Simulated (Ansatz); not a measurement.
**Sn under changes of volume**

One of the cells (27.650 Å³/atom); the others are scaled copies at fixed shape and fractional positions:

```xyz
2
Lattice="-2.9401 2.9401 1.5993 2.9401 -2.9401 1.5993 2.9401 2.9401 -1.5993" Properties=species:S:1:pos:R:3 pbc="T T T"
Sn    0.0000    0.0000    0.0000
Sn    0.0000    2.9401    0.7997
```

* Program: Ansatz 0.2.0
* Functional: r2SCAN
* Potentials or basis: Ansatz PAW
* Cutoff: 500 eV (not typed: the program's choice for these potentials)
* k mesh: 9 × 9 × 9
* Occupations: fermi-dirac, width 0.05 eV
* Spin: no spin polarisation

| volume (Å³/atom) | energy over the lowest point (meV/atom) | pressure (GPa) |
| --- | --- | --- |
| 25.991 | ? | ? |
| 26.544 | 7.11 | 2.3 |
| 27.097 | 1.52 | 1.0 |
| 27.650 | 0.00 | -0.1 |
| 28.203 | 2.09 | -1.1 |
| 28.756 | 7.44 | -2.0 |
| 29.309 | 15.72 | -2.8 |

What does the run at 25.991 Å³/atom give?

Energy over the lowest point 17.32 meV/atom; pressure 3.7 GPa.

Worked out: A Birch-Murnaghan fit of order 3 (a polynomial in V^(-2/3)) to the other rows has its minimum at 27.60 Å³/atom with B0 = V·E''(V) = 53 GPa and B' = 4.4 at fixed shape and positions, which overstates the stiffness. It gives 17.21 meV/atom at 25.991 Å³/atom, against the run's 17.32, and -dE/dV = 3.6 GPa, against 3.7.

Energies are extrapolated to zero smearing.

Caveats: the PAW data sets come from PBE, with cores solved anew for the run's functional, which leaves a small shift of forces and pressure.
